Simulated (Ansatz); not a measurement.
# Magnetic orders of CrO2

Computed with Ansatz, DFT PBE+U, scalar-relativistic, plane waves, PAW.

```cif
data_structure
_symmetry_space_group_name_H-M 'P 1'
_symmetry_Int_Tables_number 1
_cell_length_a 4.4481
_cell_length_b 4.5292
_cell_length_c 2.9860
_cell_angle_alpha 90.000
_cell_angle_beta 90.000
_cell_angle_gamma 90.000
_cell_volume 60.16
loop_
_atom_site_label
_atom_site_type_symbol
_atom_site_fract_x
_atom_site_fract_y
_atom_site_fract_z
_atom_site_occupancy
Cr1 Cr 0.50000 0.50000 0.50000 1
Cr2 Cr 0.00000 0.00000 0.00000 1
O1 O 0.79297 0.18982 0.50000 1
O2 O 0.20703 0.81018 0.50000 1
O3 O 0.70703 0.68982 0.00000 1
O4 O 0.29297 0.31018 0.00000 1
```

The plane-wave cutoff is 420 eV, the Γ-centred k-mesh is 8×8×12 and the occupation rule is Gaussian smearing, 0.05 eV. The U_eff on Löwdin-orthogonalised atomic d orbitals is Cr 2 eV, the list of starting moments (μB, in atom order) is 3 3 0 0 0 0 and the check for lower electronic states after the SCF is on.

All runs keep this geometry, which isn't relaxed for the lowest state (largest force there 0.217 eV/Å, pressure -6.4 GPa) and needn't be a stable compound; relaxing each order can shift differences of a few meV. Signs run over the atoms with starting moments. Site moments are spin moments in atom-centred spheres that scale with the neighbour distance. The states are those that the runs reached from these starts; a lower one can exist.

Task: Starts tried: ferromagnetic; antiferromagnetic in the cell, signs +-. Which state comes out lowest, and what are the moments?

Result: The lowest state is ferromagnetic, reached from the start “ferromagnetic”, with site moments (μB) Cr +1.95 (×2), O -0.19 (×4).

```tsv
start	ends	energy above lowest (meV/atom)	site moments (μB)	gap on mesh (eV)	P (GPa)
ferromagnetic	ferromagnetic	0.00	Cr +1.95 (×2), O -0.19 (×4)	metal	-6.4
antiferromagnetic in the cell, signs +-	antiferromagnetic	82.5	Cr +1.73, Cr -1.73	metal	-7.3
```

Cost: 2 runs of about 5.1 core-minutes in all, on Arm Neoverse V1 (shared hosts).